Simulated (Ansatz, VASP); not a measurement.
## Two plane-wave programs on AlN

```
Al N
1.0
     3.09860    0.00000    0.00000
    -1.54930    2.68347    0.00000
     0.00000    0.00000    5.41830
Al N
2 2
Direct
  0.33333 0.66667 0.00634
  0.66667 0.33333 0.50634
  0.33333 0.66667 0.37866
  0.66667 0.33333 0.87866
```

Alike in both runs: functional PBE; k mesh 9 × 9 × 6; occupations gaussian, width 0.05 eV; no spin polarisation.

Ansatz relaxed the structure, and its values are those at the end. VASP's run is a single point on that final structure, the one shown.

```csv
,VASP,Ansatz
version,VASP 6.6.1,Ansatz 0.2.0
potentials or method,"VASP PAW PBE potentials, release 64 (Al, N)","scalar-relativistic, plane waves, PAW"
plane-wave cutoff (eV),520,520
valence electrons in the cell,16,16
```

```csv
,VASP,Ansatz,Ansatz less VASP
gap on the k mesh at the Fermi level (eV),3.29,3.29,-0.002
least direct gap on the mesh (eV),3.29,3.29,-0.002
pressure (GPa),-9.0,-8.8,+0.18
```

Ansatz warned: «stress_scf_threshold_loose».

Expect the measured gap to be larger: semilocal functionals such as PBE lack the derivative discontinuity.
